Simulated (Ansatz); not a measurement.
# Ag: relaxation of cell and atoms with PBEsol

The system is Ag.

```
Ag
1.0
    -1.65565    1.65565    1.65565
     1.65565   -1.65565    1.65565
     1.65565    1.65565   -1.65565
Ag
1
Direct
  0.00000 0.00000 0.00000
```

This isn't the form of Ag at room conditions, which is fcc.

- Program: Ansatz 0.2.0
- Task: relaxation of cell and atoms
- Functional: PBEsol
- Potentials or basis: all-electron LAPW, scalar-relativistic
- Basis error allowed: 0.001 eV/atom
- k mesh: 11 × 11 × 11
- Occupations: fermi-dirac, width 0.05 eV
- Spin: no spin polarisation
- Target pressure: 10 GPa

- Relaxed volume: 15.64 Å³/atom
- Relaxed cell: a = 2.728 Å, b = 2.728 Å, c = 2.728 Å, α = 109.47°, β = 109.47°, γ = 109.47°
- Space group after relaxing (to 0.05 Å): Im-3m (No. 229)
- Energy change on relaxing (the enthalpy is what falls): -0.8 meV/atom
- Ionic steps: 4
- Pressure after relaxing: 10.0 GPa

The path:
| step | energy change (eV) | largest force (eV/Å) | volume (Å³) |
| --- | --- | --- | --- |
| 1 | 0.0000 | 0.0000 | 18.15 |
| 2 | -0.0002 | 0.0000 | 15.63 |
| 3 | -0.0008 | 0.0000 | 15.64 |
| 4 | -0.0008 | 0.0000 | 15.64 |

Final structure:
```
Ag
1.0
    -1.57526    1.57526    1.57526
     1.57526   -1.57526    1.57526
     1.57526    1.57526   -1.57526
Ag
1
Cartesian
  0.0000 0.0000 0.0000
```

Wall time 16 s on 1 thread of Arm Neoverse N1 (shared host), peak memory 0.26 GiB.
